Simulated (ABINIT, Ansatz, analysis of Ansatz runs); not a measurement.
# Preparing AlN (P6_3mc) as a host crystal, part 2 of 3

Aim: the runs on the perfect crystal AlN (P6_3mc) that a defect calculation needs first.

Ansatz 0.2.0; plane-wave PAW DFT, LDA; relaxation of the host's cell and atoms (the session's first sound run).

So far: Starting point; Host cell relaxation.

### Step 3. Defect free supercell on its symmetric sites

This cell, the one that will hold the defects, is built from the relaxed host. It is run at the k-points of the defect runs; forces that show here come from the change of settings, chiefly the coarser sampling.

This step: plane-wave PAW DFT, LDA; single point of the defect-free supercell (Ansatz 0.2.0).

System of this step: AlN. The cell holds 72 atoms: 36 Al and 36 N. Its edges and angles: a = 9.267 Å, b = 9.267 Å, c = 9.886 Å, α = 90.0°, β = 90.0°, γ = 120.0°.

Input file pristine.point/input.yaml:

```yaml
crystal:
  lattice:
    - [9.2665478325, 8.55e-08, 0.0]
    - [-4.6332739903, 8.0250657856, 0.0]
    - [0.0, 0.0, 9.8860872122]
  atoms:
    - { symbol: Al, position: [0.2222222222, 0.1111111111, 0.2495020966] }
    - { symbol: Al, position: [0.1111111111, 0.2222222222, 0.4995020966] }
    - { symbol: "N", position: [0.2222222222, 0.1111111111, 0.4404979034] }
    - { symbol: "N", position: [0.1111111111, 0.2222222222, 0.1904979034] }
    - { symbol: Al, position: [0.2222222222, 0.1111111111, 0.7495020966] }
    - { symbol: Al, position: [0.1111111111, 0.2222222222, 0.9995020966] }
    - { symbol: "N", position: [0.2222222222, 0.1111111111, 0.9404979034] }
    - { symbol: "N", position: [0.1111111111, 0.2222222222, 0.6904979035] }
    - { symbol: Al, position: [0.2222222222, 0.4444444444, 0.2495020966] }
    - { symbol: Al, position: [0.1111111111, 0.5555555556, 0.4995020966] }
    - { symbol: "N", position: [0.2222222222, 0.4444444444, 0.4404979034] }
    - { symbol: "N", position: [0.1111111111, 0.5555555556, 0.1904979034] }
    - { symbol: Al, position: [0.2222222222, 0.4444444444, 0.7495020966] }
    - { symbol: Al, position: [0.1111111111, 0.5555555556, 0.9995020966] }
    - { symbol: "N", position: [0.2222222222, 0.4444444444, 0.9404979034] }
    - { symbol: "N", position: [0.1111111111, 0.5555555556, 0.6904979035] }
    - { symbol: Al, position: [0.2222222222, 0.7777777778, 0.2495020966] }
    - { symbol: Al, position: [0.1111111111, 0.8888888889, 0.4995020966] }
    - { symbol: "N", position: [0.2222222222, 0.7777777778, 0.4404979034] }
    - { symbol: "N", position: [0.1111111111, 0.8888888889, 0.1904979034] }
    - { symbol: Al, position: [0.2222222222, 0.7777777778, 0.7495020966] }
    - { symbol: Al, position: [0.1111111111, 0.8888888889, 0.9995020966] }
    - { symbol: "N", position: [0.2222222222, 0.7777777778, 0.9404979034] }
    - { symbol: "N", position: [0.1111111111, 0.8888888889, 0.6904979035] }
    - { symbol: Al, position: [0.5555555556, 0.1111111111, 0.2495020966] }
    - { symbol: Al, position: [0.4444444444, 0.2222222222, 0.4995020966] }
    - { symbol: "N", position: [0.5555555556, 0.1111111111, 0.4404979034] }
    - { symbol: "N", position: [0.4444444444, 0.2222222222, 0.1904979034] }
    - { symbol: Al, position: [0.5555555556, 0.1111111111, 0.7495020966] }
    - { symbol: Al, position: [0.4444444444, 0.2222222222, 0.9995020966] }
    - { symbol: "N", position: [0.5555555556, 0.1111111111, 0.9404979034] }
    - { symbol: "N", position: [0.4444444444, 0.2222222222, 0.6904979035] }
    - { symbol: Al, position: [0.5555555556, 0.4444444444, 0.2495020966] }
    - { symbol: Al, position: [0.4444444444, 0.5555555556, 0.4995020966] }
    - { symbol: "N", position: [0.5555555556, 0.4444444444, 0.4404979034] }
    - { symbol: "N", position: [0.4444444444, 0.5555555556, 0.1904979034] }
    - { symbol: Al, position: [0.5555555556, 0.4444444444, 0.7495020966] }
    - { symbol: Al, position: [0.4444444444, 0.5555555556, 0.9995020966] }
    - { symbol: "N", position: [0.5555555556, 0.4444444444, 0.9404979034] }
    - { symbol: "N", position: [0.4444444444, 0.5555555556, 0.6904979035] }
    - { symbol: Al, position: [0.5555555556, 0.7777777778, 0.2495020966] }
    - { symbol: Al, position: [0.4444444444, 0.8888888889, 0.4995020966] }
    - { symbol: "N", position: [0.5555555556, 0.7777777778, 0.4404979034] }
    - { symbol: "N", position: [0.4444444444, 0.8888888889, 0.1904979034] }
    - { symbol: Al, position: [0.5555555556, 0.7777777778, 0.7495020966] }
    - { symbol: Al, position: [0.4444444444, 0.8888888889, 0.9995020966] }
    - { symbol: "N", position: [0.5555555556, 0.7777777778, 0.9404979034] }
    - { symbol: "N", position: [0.4444444444, 0.8888888889, 0.6904979035] }
    - { symbol: Al, position: [0.8888888889, 0.1111111111, 0.2495020966] }
    - { symbol: Al, position: [0.7777777778, 0.2222222222, 0.4995020966] }
    - { symbol: "N", position: [0.8888888889, 0.1111111111, 0.4404979034] }
    - { symbol: "N", position: [0.7777777778, 0.2222222222, 0.1904979034] }
    - { symbol: Al, position: [0.8888888889, 0.1111111111, 0.7495020966] }
    - { symbol: Al, position: [0.7777777778, 0.2222222222, 0.9995020966] }
    - { symbol: "N", position: [0.8888888889, 0.1111111111, 0.9404979034] }
    - { symbol: "N", position: [0.7777777778, 0.2222222222, 0.6904979035] }
    - { symbol: Al, position: [0.8888888889, 0.4444444444, 0.2495020966] }
    - { symbol: Al, position: [0.7777777778, 0.5555555556, 0.4995020966] }
    - { symbol: "N", position: [0.8888888889, 0.4444444444, 0.4404979034] }
    - { symbol: "N", position: [0.7777777778, 0.5555555556, 0.1904979034] }
    - { symbol: Al, position: [0.8888888889, 0.4444444444, 0.7495020966] }
    - { symbol: Al, position: [0.7777777778, 0.5555555556, 0.9995020966] }
    - { symbol: "N", position: [0.8888888889, 0.4444444444, 0.9404979034] }
    - { symbol: "N", position: [0.7777777778, 0.5555555556, 0.6904979035] }
    - { symbol: Al, position: [0.8888888889, 0.7777777778, 0.2495020966] }
    - { symbol: Al, position: [0.7777777778, 0.8888888889, 0.4995020966] }
    - { symbol: "N", position: [0.8888888889, 0.7777777778, 0.4404979034] }
    - { symbol: "N", position: [0.7777777778, 0.8888888889, 0.1904979034] }
    - { symbol: Al, position: [0.8888888889, 0.7777777778, 0.7495020966] }
    - { symbol: Al, position: [0.7777777778, 0.8888888889, 0.9995020966] }
    - { symbol: "N", position: [0.8888888889, 0.7777777778, 0.9404979034] }
    - { symbol: "N", position: [0.7777777778, 0.8888888889, 0.6904979035] }
basis:
  ecutwfc: 420
  xc_grid: 2
hamiltonian:
  xc: lda
kpoints:
  mp_grid: { grid: [1, 1, 1], shift: [0.25, 0.25, 0.25] }
scf:
  occupations: { method: fermi_dirac, width: 0.01 }
  max_iter: 80
output:
  forces: true
```

The run is started by

```
$ ansatz run input.yaml --threads 4 --pin off --max-ram 15073MiB --backend cpu --events-out ev --progress --plain --runs-dir out
```

Numbers of over 12 decimals in the logs are rounded to 6 here.

What it wrote:

```text
[...]
Crystal: 72 atoms, lattice volume = 735.175 Å³
Basis set: ecut = 420 eV, 14445 PW (Γ), exchange–correlation on 128×128×144 points (8 copies of the dense FFT grid, shifted against one another)
Bands: 216, of which v1, the nominal top of the filled ones, is band 144 counted from 1 (143 counted from 0)
Symmetry: 36 space group operations
k-points: 1
[...]
SCF iter   1: F=—  HF=-32036.257455 eV  |F-HF|=—  |Δ(HF+E_count)|=         —  Δρ=1.06e-2  dr2=9.35e-1  ethr=1.77e-3  ⟨swp⟩=6.0  Hψ=988  notcnv=0  defer=21
[...]
SCF iter   3: F=—  HF=-32035.963848 eV  |F-HF|=—  |Δ(HF+E_count)|=   1.40e-2  Δρ=1.60e-3  dr2=1.08e-2  ethr=1.54e-5  ⟨swp⟩=2.0  Hψ=153  notcnv=0  defer=14
automatic band count: iteration 3 solves 166 bands in place of 216: the levels show a gap, and the empty bands left out lie too high to hold charge; the band table lists the bands solved (type scf.n_extra_bands for more)
SCF iter   4: F=—  HF=-32035.959708 eV  |F-HF|=—  |Δ(HF+E_count)|=   4.14e-3  Δρ=1.40e-4  dr2=7.77e-5  ethr=3.74e-6  ⟨swp⟩=3.0  Hψ=296  notcnv=0  defer=14
[...]
SCF iter   6: F=-32035.960252 eV  HF=-32035.960252 eV  |F-HF|=3.25e-9  |Δ(HF+E_count)|=   1.11e-6  Δρ=2.20e-6  dr2=2.28e-8  ethr=2.55e-10  ⟨swp⟩=4.0  Hψ=543  notcnv=0
SCF 1 converged in 6 iterations: F = -32035.960252 eV  dr2 = 2.28e-8
[...]
SCF converged after 6 iterations
Free energy (F): -32035.960252 eV
[...]
Internal energy: -32035.960252 eV  (E = F + TS)
E sigma→0 (E₀):  -32035.960252 eV
Fermi energy:    9.583810 eV
[...]
--- Forces (eV/Å), atoms counted from 1 ---
  atom   1  Al    -0.02894743     0.01677820     0.02312765
  atom   2  Al     0.02900406    -0.01668011     0.02312765
  atom   3  N     -0.04244957     0.02444277    -0.02312725
  atom   4  N      0.04239284    -0.02454102    -0.02312725
  atom   5  Al    -0.02894743     0.01677820     0.02312765
  atom   6  Al     0.02900406    -0.01668011     0.02312765
  atom   7  N     -0.04244957     0.02444277    -0.02312725
  atom   8  N      0.04239284    -0.02454102    -0.02312725
  atom   9  Al    -0.02894743     0.01677820     0.02312765
  atom  10  Al     0.02900406    -0.01668011     0.02312765
  atom  11  N     -0.04244957     0.02444277    -0.02312725
  atom  12  N      0.04239284    -0.02454102    -0.02312725
  atom  13  Al    -0.02894743     0.01677820     0.02312765
  atom  14  Al     0.02900406    -0.01668011     0.02312765
  atom  15  N     -0.04244957     0.02444277    -0.02312725
  atom  16  N      0.04239284    -0.02454102    -0.02312725
  atom  17  Al    -0.02894743     0.01677820     0.02312765
  atom  18  Al     0.02900406    -0.01668011     0.02312765
  atom  19  N     -0.04244957     0.02444277    -0.02312725
  atom  20  N      0.04239284    -0.02454102    -0.02312725
  atom  21  Al    -0.02894743     0.01677820     0.02312765
  atom  22  Al     0.02900406    -0.01668011     0.02312765
  atom  23  N     -0.04244957     0.02444277    -0.02312725
  atom  24  N      0.04239284    -0.02454102    -0.02312725
  atom  25  Al    -0.02894743     0.01677820     0.02312765
  atom  26  Al     0.02900406    -0.01668011     0.02312765
  atom  27  N     -0.04244957     0.02444277    -0.02312725
  atom  28  N      0.04239284    -0.02454102    -0.02312725
  atom  29  Al    -0.02894743     0.01677820     0.02312765
  atom  30  Al     0.02900406    -0.01668011     0.02312765
  atom  31  N     -0.04244957     0.02444277    -0.02312725
  atom  32  N      0.04239284    -0.02454102    -0.02312725
  atom  33  Al    -0.02894743     0.01677820     0.02312765
  atom  34  Al     0.02900406    -0.01668011     0.02312765
  atom  35  N     -0.04244957     0.02444277    -0.02312725
  atom  36  N      0.04239284    -0.02454102    -0.02312725
  atom  37  Al    -0.02894743     0.01677820     0.02312765
  atom  38  Al     0.02900406    -0.01668011     0.02312765
  atom  39  N     -0.04244957     0.02444277    -0.02312725
  atom  40  N      0.04239284    -0.02454102    -0.02312725
[...]
atom  61  Al    -0.02894743     0.01677820     0.02312765
  atom  62  Al     0.02900406    -0.01668011     0.02312765
  atom  63  N     -0.04244957     0.02444277    -0.02312725
  atom  64  N      0.04239284    -0.02454102    -0.02312725
  atom  65  Al    -0.02894743     0.01677820     0.02312765
  atom  66  Al     0.02900406    -0.01668011     0.02312765
  atom  67  N     -0.04244957     0.02444277    -0.02312725
  atom  68  N      0.04239284    -0.02454102    -0.02312725
  atom  69  Al    -0.02894743     0.01677820     0.02312765
  atom  70  Al     0.02900406    -0.01668011     0.02312765
  atom  71  N     -0.04244957     0.02444277    -0.02312725
  atom  72  N      0.04239284    -0.02454102    -0.02312725
  max |Σ_I F_I| component: 1.45e-5 eV/Å
```

It took 4.9 s on 4 threads of Arm Neoverse V1, shared host; peak memory 1 GiB; 17 s of CPU time.

(Continued in part 3 of 3.)

[Logs are printed without paths, hosts, clocks, repeated set-up lines and the standing remarks that a program may print on its own settings, such as how far it seeks lower states.]

[Hosts, paths, dates, database ids (printed as entryN), source tags and the programs' standing remarks are cut or masked in the printed files.]

[Runs of the host that timed out are not shown.]

[For some hosts the program warned that the k-mesh of the response run may be too coarse for force constants and the static dielectric constant; such warnings are not always shown.]
